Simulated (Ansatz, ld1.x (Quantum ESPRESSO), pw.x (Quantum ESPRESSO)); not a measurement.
## pw.x on fcc Tl: one setting changed

Potential: norm-conserving RRKJ (Kleinman–Bylander form), ld1.x (Quantum ESPRESSO) 7.5, LDA (PW92); core [Xe] 4f14, reference 5d10 6s2 6p0.5; waves: 6p (bound): rc 2.06 bohr; 5d (bound): rc 2.06 bohr; 6s (bound): rc 1.74 bohr; local part: the s channel; core correction: none; rho0 0.02.

The reference run (k-mesh 12³, cutoffs 85/340 Ry, Fermi–Dirac 0.01 Ry, mixing_beta 0.4, conv_thr 1e-9, no spin) gives 0.19 GPa at 27.244 Å³/atom, where all-electron LAPW gives -0.14 GPa. This run, with its own iteration cap, changes degauss to 0.002.

```
&control
  calculation='scf', prefix='x', pseudo_dir='./', outdir='./tmp', tstress=.true., disk_io='none'
/
&system
  ibrav=0, nat=1, ntyp=1, ecutwfc=85, ecutrho=340, nbnd=14,
  occupations='smearing', smearing='fd', degauss=0.002
/
&electrons
  conv_thr=1e-09, mixing_beta=0.4, electron_maxstep=60
/
ATOMIC_SPECIES
Tl 1.0 Tl.UPF
CELL_PARAMETERS angstrom
  0.00000000 2.38825278 2.38825278
  2.38825278 0.00000000 2.38825278
  2.38825278 2.38825278 0.00000000
ATOMIC_POSITIONS crystal
Tl 0.0000 0.0000 0.0000
K_POINTS automatic
12 12 12 0 0 0
```

```bash
pw.x < Tl.scf.in > Tl.scf.out
```

Question: How does the run end?

Answer: It converges in 7 iterations; the free energy moves by +16.2 meV/atom and the pressure by -0.16 GPa. In a metal, with Fermi–Dirac smearing, F lies below its zero-width value by a term in the square of the width.

```
Message from routine setup:
     using ibrav=0 with symmetry is DISCOURAGED, use correct ibrav instead
     lattice parameter (alat)  =       6.3825  a.u.
     unit-cell volume          =     183.8516 (a.u.)^3
     number of electrons       =        13.00
     number of Kohn-Sham states=           14
     kinetic-energy cutoff     =      85.0000  Ry
     charge density cutoff     =     340.0000  Ry
     scf convergence threshold =      1.0E-09
     Exchange-correlation= PW
     number of k points=    72  Fermi-Dirac smearing, width (Ry)=  0.0020
     iteration #  1     ecut=    85.00 Ry     beta= 0.40
     total energy              =     -99.59811584 Ry
     estimated scf accuracy    <       0.22018749 Ry
     iteration #  2     ecut=    85.00 Ry     beta= 0.40
     total energy              =     -99.61602217 Ry
     estimated scf accuracy    <       0.01436068 Ry
     iteration #  3     ecut=    85.00 Ry     beta= 0.40
     total energy              =     -99.61880819 Ry
     estimated scf accuracy    <       0.00037220 Ry
     iteration #  4     ecut=    85.00 Ry     beta= 0.40
     total energy              =     -99.61881697 Ry
     estimated scf accuracy    <       0.00000339 Ry
     iteration #  5     ecut=    85.00 Ry     beta= 0.40
     total energy              =     -99.61881783 Ry
     estimated scf accuracy    <       0.00000007 Ry
     iteration #  6     ecut=    85.00 Ry     beta= 0.40
     total energy              =     -99.61881783 Ry
     estimated scf accuracy    <          7.5E-09 Ry
     iteration #  7     ecut=    85.00 Ry     beta= 0.40
     the Fermi energy is    11.1219 ev
!    total energy              =     -99.61881783 Ry
     estimated scf accuracy    <          5.9E-11 Ry
     smearing contrib. (-TS)   =      -0.00007843 Ry
     The total energy is F=E-TS. E is the sum of the following terms:
     one-electron contribution =     -19.85820448 Ry
     hartree contribution      =      19.18255226 Ry
     xc contribution           =     -13.10029697 Ry
     ewald contribution        =     -85.84279020 Ry
     convergence has been achieved in   7 iterations
          total   stress  (Ry/bohr**3)                   (kbar)     P=        0.26
     Message from routine punch:
     Nothing written, as per user request (disk_io='none')
```

The run took about 19 s on one core of a shared server CPU.
